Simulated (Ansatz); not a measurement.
The system is HfO2.

```xyz
3
Lattice="0.0000 2.5575 2.5575 2.5575 0.0000 2.5575 2.5575 2.5575 0.0000" Properties=species:S:1:pos:R:3 pbc="T T T"
Hf    0.0000    0.0000    0.0000
O     3.8363    3.8363    3.8363
O     1.2788    1.2788    1.2788
```

Measurements of this composition are mostly on another form, of space group No. 14.

```yaml
Program: Ansatz 0.2.0
Task: relaxation of cell and atoms
Functional: PBEsol
Dispersion: D4
Potentials_or_basis: Ansatz PAW
Cutoff: "420 eV (not typed: the program's choice for these potentials)"
k_mesh: 9 × 9 × 9
Occupations: fermi-dirac, width 0.05 eV
Spin: no spin polarisation
```

At the start: volume 11.15 Å³/atom.

Task: Where does the relaxation end?

Result: It ends after 7 steps and the volume is 10.62 Å³/atom (-4.8 %); space group Fm-3m (No. 225, to 0.05 Å).

Step by step:
```csv
step,energy change (eV),largest force (eV/Å),volume (Å³)
1,0.0000,0.0000,33.46
2,-0.0677,0.0000,31.52
3,-0.0691,0.0000,31.92
4,-0.0693,0.0000,31.90
5,-0.0623,0.0000,31.90
6,-0.0626,0.0000,31.85
7,-0.0622,0.0000,31.85
```

Final structure:
```
CELL_PARAMETERS angstrom
0.00000 2.51591 2.51591
2.51591 0.00000 2.51591
2.51591 2.51591 0.00000
ATOMIC_POSITIONS crystal
Hf 0.00000 0.00000 0.00000
O 0.75000 0.75000 0.75000
O 0.25000 0.25000 0.25000
```

Caveat: the plane-wave basis is chosen anew once the cell has moved, so the energies of steps on either side of that aren't comparable; the pressure holds a Pulay correction of +1.0 GPa for the finite cutoff; the PAW data sets come from PBE, with cores solved anew for the run's functional, which leaves a small shift of forces and pressure.
